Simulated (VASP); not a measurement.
Input of a VASP 6.6.1 run:

File INCAR:

```
PREC = Accurate ; ENCUT = 520
EDIFF = 1E-7 ; ISMEAR = -1
SIGMA = 0.05 ; LREAL = F
LASPH = T ; NELM = 100
ALGO = Normal ; ISIF = 2
LWAVE = F ; LCHARG = F
LMAXMIX = 4 ; GGA = B5
ALDAX = 1.0 ; AGGAX = 1.0
AGGAC = 1.0 ; ALDAC = 0.0
```

The input KPOINTS:

```
Automatic mesh
0
Gamma
  7 7 7
```

The input POSCAR:

```
Cu3Au
1.0
    3.7400000000      0.0000000000      0.0000000000
    0.0000000000      3.7400000000      0.0000000000
    0.0000000000      0.0000000000      3.7400000000
Au Cu
1 3
Direct
    0.0000000000      0.0000000000      0.0000000000
    0.5000000000      0.5000000000      0.0000000000
    0.5000000000      0.0000000000      0.5000000000
    0.0000000000      0.5000000000      0.5000000000
```

KPOINTS_OPT

```
path GXMGRX,MR
15
line-mode
reciprocal
 0.0000000000  0.0000000000  0.0000000000  G
 0.0000000000  0.5000000000  0.0000000000  X

 0.0000000000  0.5000000000  0.0000000000  X
 0.5000000000  0.5000000000  0.0000000000  M

 0.5000000000  0.5000000000  0.0000000000  M
 0.0000000000  0.0000000000  0.0000000000  G

 0.0000000000  0.0000000000  0.0000000000  G
 0.5000000000  0.5000000000  0.5000000000  R

 0.5000000000  0.5000000000  0.5000000000  R
 0.0000000000  0.5000000000  0.0000000000  X

 0.5000000000  0.5000000000  0.0000000000  M
 0.5000000000  0.5000000000  0.5000000000  R
```

Potentials or basis: VASP PAW PBE potentials, release 64 (Au, Cu).

Launch:

```bash
$ cat potpaw_PBE.64/Au/POTCAR potpaw_PBE.64/Cu/POTCAR > POTCAR
$ mpirun -np 1 vasp_std > vasp.out
```

(1) Predict the band gap along the path.

(2) Estimate the pressure.

Answers

(1) none (metal or under the smearing width).

(2) 14.9 GPa.

Caveat: the PAW data sets were made with another functional, which shifts forces and pressure a little; spin-orbit coupling is left out, which moves the levels of the heavy elements.
